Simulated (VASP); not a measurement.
Input:

```yaml
crystal:
  lattice:
    - [0.00000, 2.66884, 2.66884]
    - [2.66884, 0.00000, 2.66884]
    - [2.66884, 2.66884, 0.00000]
  atoms:
    - { symbol: Ca, position: [0.00000, 0.00000, 0.00000] }
    - { symbol: F, position: [0.25000, 0.25000, 0.25000] }
    - { symbol: F, position: [0.75000, 0.75000, 0.75000] }
```

All values below come from LDA (Ceperley-Alder, Perdew-Zunger), VASP's LDA PAW potentials (set 64) (plane waves; VASP). Numerical set-up: 520 eV cut-off, 7×7×7 Γ-centred mesh, Gaussian smearing of 0.010 eV, potentials Ca_sv F.

Problem. Give the electronic dielectric tensor ε∞ (DFPT, local fields included).

Solution. 
```
2.36  0.00  0.00
0.00  2.36  0.00
0.00  0.00  2.36
```

Problem. Give the Born effective charges.

Solution. 
```tsv
atom	Z*xx	Z*yy	Z*zz	mean
Ca1	2.38	2.38	2.38	2.38
F2	-1.19	-1.19	-1.19	-1.19
F3	-1.19	-1.19	-1.19	-1.19
```

Problem. And the static tensor with the ions free?

Solution. 
```
7.08  0.00  0.00
0.00  7.08  0.00
0.00  0.00  7.08
```

Problem. Which frequencies do the optical Γ-point modes have (no LO-TO splitting)?

Solution. 282 (×3), 339 (×3) cm⁻¹.

The compound is CaF2 in the fluorite structure. It was relaxed first, which changed the volume by -7 %.
